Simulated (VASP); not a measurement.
VASP inputs for RbBr (strained zincblende)

INCAR

```
ISIF = 2
ISMEAR = -1
PREC = Accurate
GGA = PE
IBRION = -1
NSW = 0
ENCUT = 520
LWAVE = .FALSE.
NBANDS = 15
NELM = 120
EDIFF = 1E-7
LREAL = .FALSE.
LASPH = .TRUE.
SIGMA = 0.02
LCHARG = .FALSE.
```

KPOINTS

```
KPOINTS created by Atomic Simulation Environment
0
Gamma
6 6 6
0 0 0
```

KPOINTS_OPT

```
special points
6
Reciprocal
0.0000000000 0.0000000000 0.0000000000 1
-0.5000000000 -0.5000000000 0.0000000000 1
-0.3750000000 -0.3750000000 0.2500000000 1
-0.3750000000 0.0000000000 0.3750000000 1
0.0000000000 0.0000000000 0.5000000000 1
-0.5000000000 -0.2500000000 0.2500000000 1
```

POSCAR

```
Rb Br
 1.0000000000000000
     0.0000000000000000    3.7727594430000000    4.0420150981000003
     3.7727594430000000    0.0000000000000000    4.0420150981000003
     3.7727594430000000    3.7727594430000000    0.0000000000000000
 Rb  Br
   1   1
Cartesian
  0.0000000000000000  0.0000000000000000  0.0000000000000000
  1.8863797215000000  1.8863797215000000  2.0210075490500001
```

VASP ran with the recommended PBE PAW datasets (16 valence electrons in the cell).

Estimate the main results of this run.

gap between bands v and c 4.05 eV; least direct gap 4.16 eV; pressure 0.2 GPa.

Band v is the last that the valence electrons fill when counted band by band, and c is the next. Levels in eV from the top of v:

```tsv
point	v−1	v	c	c+1
Γ	-0.10	-0.10	4.05	7.90
X	0.00	0.00	5.83	6.65
K	-0.12	-0.05	6.05	6.75
L	-0.09	-0.04	6.26	6.47
W	-0.17	-0.02	6.05	6.68
```
